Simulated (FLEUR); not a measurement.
## InP under changes of volume

One of the cells (25.167 Å³/atom); the others are scaled copies at fixed shape and fractional positions:

```
In P
1.0
     0.00000    2.93050    2.93050
     2.93050    0.00000    2.93050
     2.93050    2.93050    0.00000
In P
1 1
Direct
  0.00000 0.00000 0.00000
  0.75000 0.75000 0.75000
```

| Item | Value |
| --- | --- |
| Program | FLEUR MaX-R8.1 (later development tree) |
| Functional | PBEsol |
| Potentials or basis | all-electron |
| Basis | FLAPW |
| Kmax | 5 1/bohr |
| k mesh | 8 × 8 × 8 |
| Occupations | fermi-dirac, width 0.05 eV |
| Spin | no spin polarisation |

```tsv
volume (Å³/atom)	energy over the lowest point (meV/atom)	gap on the mesh (eV)
23.657	27.82	0.94
24.160	13.27	0.83
24.663	4.19	0.72
25.167	0.00	0.61
25.670	0.20	0.51
26.173	4.31	0.40
26.677	?	?
```

Q: What does the run at 26.677 Å³/atom give?

A: Energy over the lowest point 11.93 meV/atom; gap on the mesh 0.30 eV.

Worked out: A Birch-Murnaghan fit of order 3 (a polynomial in V^(-2/3)) to the other rows has its minimum at 25.39 Å³/atom with B0 = V·E''(V) = 67 GPa and B' = 4.6. It gives 11.94 meV/atom at 26.677 Å³/atom, against the run's 11.93. A straight line through the other rows of the gap, of slope -5.33 eV per unit of ln V (its deformation potential), extrapolates to 0.30 eV, against the run's 0.30.

Energies are extrapolated to zero smearing.

Caveats: spin-orbit coupling is left out, which moves the levels of the heavy elements.
